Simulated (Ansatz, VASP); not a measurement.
## Two plane-wave programs on SiGe

INCAR

```
PREC = Accurate
ENCUT = 520
EDIFF = 1E-6
ISMEAR = 0
SIGMA = 0.03
LREAL = F
LASPH = T
NELM = 80
ALGO = Normal
ISIF = 2
LWAVE = F
LCHARG = F
GGA = PS
NBANDS = 26
```

Contents of KPOINTS:

```
regular mesh
0
Gamma
  12 12 6
```

Contents of POSCAR:

```
SiGe
1.0
    3.9005968931      0.0000000000      0.0000000000
   -1.9502984466      3.3780159994      0.0000000000
    0.0000000000      0.0000000000      5.9601383142
Si Ge
2 2
Direct
    0.6666666667      0.3333333333      0.8745463420
    0.3333333333      0.6666666667      0.3745463420
    0.6666666667      0.3333333333      0.5004526580
    0.3333333333      0.6666666667      0.0004526580
```

Input for Ansatz:

```yaml
crystal:
  lattice:
    - [3.9005968931, 0.0, 0.0]
    - [-1.9502984466, 3.3780159994, 0.0]
    - [0.0, 0.0, 5.9601383142]
  atoms:
    - { symbol: Si, position: [0.6666666667, 0.3333333333, 0.874546342] }
    - { symbol: Si, position: [0.3333333333, 0.6666666667, 0.374546342] }
    - { symbol: Ge, position: [0.6666666667, 0.3333333333, 0.500452658] }
    - { symbol: Ge, position: [0.3333333333, 0.6666666667, 0.000452658] }
basis:
  ecutwfc: 420
kpoints:
  mp_grid: { grid: [12, 12, 6] }
hamiltonian:
  xc: pbesol
scf:
  occupations: { method: gaussian, width: 0.03 }
output:
  forces: true
  stress: true
  eigenvalues: true
```

Change from the starting cell: strain -0.0750 x Voigt [0, 0, 1, 0, 0, 0], atoms carried along.

Alike in both runs: task single point; functional PBEsol; k mesh 12 × 12 × 6; occupations gaussian, width 0.03 eV; no spin polarisation.

|  | VASP | Ansatz |
| --- | --- | --- |
| version | VASP 6.6.1 | Ansatz 0.2.0 |
| potentials or method | VASP PAW PBE potentials, release 64 (Si, Ge_d) | scalar-relativistic, plane waves, PAW |
| plane-wave cutoff (eV) | 520 | 420 |
| valence electrons in the cell | 36 | 36 |

|  | VASP | Ansatz | Ansatz less VASP |
| --- | --- | --- | --- |
| gap on the k mesh at the Fermi level (eV) | none | none | - |
| pressure (GPa) | 8.6 | 8.6 | +0.03 |
| largest component of the traceless stress (GPa) | 14.85 | 14.83 | -0.012 |
| rms of the force components (eV/Å) | 0.742 | 0.745 | +0.0034 |

Atom by atom the forces differ by 0.003 eV/Å (rms over components). A gap of «none» marks a metal or a gap that the smearing closes. The functional is the same, so the differences come from potentials, cutoffs and numerics.

Caveats: the PAW data sets were made with another functional, which shifts forces and pressure a little (VASP).
